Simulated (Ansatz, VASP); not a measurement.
# MgO: VASP beside Ansatz

```
CELL_PARAMETERS angstrom
2.26117 0.00000 0.00000
0.00000 2.26117 0.00000
0.00000 0.00000 2.26117
ATOMIC_POSITIONS crystal
Mg 0.00000 0.00000 0.00000
O 0.50000 0.50000 0.50000
```

Alike in both runs: task single point; functional r2SCAN; k mesh 10 × 10 × 10; occupations gaussian, width 0.05 eV; no spin polarisation.

|  | VASP | Ansatz |
| --- | --- | --- |
| version | VASP 6.6.1 | Ansatz 0.2.0 |
| potentials or method | VASP PAW PBE potentials, release 64 (Mg, O) | scalar-relativistic, plane waves, PAW |
| plane-wave cutoff (eV) | 520 | 500 |
| valence electrons in the cell | 8 | 16 |

```tsv
	VASP	Ansatz	Ansatz less VASP
gap on the k mesh at the Fermi level (eV)	7.66	7.70	+0.044
least direct gap on the mesh (eV)	7.66	7.70	+0.044
```

With one functional, cell and mesh, what is left measures potentials, basis and numerics. The two sets of potentials don't hold the same shells in valence.

Caveats: the PAW data sets were made with another functional, which shifts forces and pressure a little (VASP). r2SCAN opens gaps a little over a GGA but as a rule still falls short of measured ones. A k mesh can miss the band edges.
